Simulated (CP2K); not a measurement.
# La2O3 under changes of volume

One of the cells (16.357 Å³/atom); the others are scaled copies at fixed shape and fractional positions:

```
La O
1.0
     3.93078    0.00000    0.00000
    -1.96539    3.40415    0.00000
     0.00000    0.00000    6.11195
La O
2 3
Direct
  0.33333 0.66667 0.24624
  0.66667 0.33333 0.75376
  0.00000 0.00000 0.00000
  0.33333 0.66667 0.64589
  0.66667 0.33333 0.35411
```

The cell is a database's computed one.

```yaml
Program: CP2K 2026.2
Functional: PBEsol
Potentials_or_basis: GTH_POTENTIALS La GTH-PBE-q11; POTENTIAL_UZH O GTH-PBE-q6; TZVP-MOLOPT-SR-GTH, TZVP-MOLOPT-PBE-GTH basis
Density_cutoff: 8163 eV
k_mesh: 8 × 8 × 5
Occupations: fermi-dirac, width 0.05 eV
Spin: no spin polarisation
```

```tsv
volume (Å³/atom)	energy over the lowest point (meV/atom)	pressure (GPa)	gap on the mesh (eV)	largest force (eV/Å)
15.375	25.60	9.3	3.87	0.565
15.703	10.40	5.7	3.87	0.377
16.030	2.10	2.5	3.88	0.203
16.357	0.00	-0.4	3.88	0.041
16.684	?	?	?	?
17.011	12.01	-5.3	3.87	0.250
17.338	25.06	-7.4	3.86	0.380
```

Problem. What does the run at 16.684 Å³/atom give?

Solution. Energy over the lowest point 3.49 meV/atom; pressure -3.0 GPa; gap on the mesh 3.87 eV; largest force 0.109 eV/Å.

Worked out: A Birch-Murnaghan fit of order 3 (a polynomial in V^(-2/3)) to the other rows has its minimum at 16.31 Å³/atom with B0 = V·E''(V) = 138 GPa and B' = 4.1 at fixed shape and positions, which overstates the stiffness. It gives 3.49 meV/atom at 16.684 Å³/atom, against the run's 3.49, and -dE/dV = -3.0 GPa, against -3.0. A parabola through the other rows of the gap, of slope -0.234 eV per unit of ln V there, gives 3.88 eV, against the run's 3.87.

Energies are extrapolated to zero smearing.

Caveats: the potentials were made for another functional, which shifts forces and pressure; spin-orbit coupling is left out, which moves the levels of the heavy elements; an odd mesh through Γ misses points on the zone boundary, where band edges often lie; the basis of atomic orbitals isn't converged, which shifts pressures, moduli and gaps.
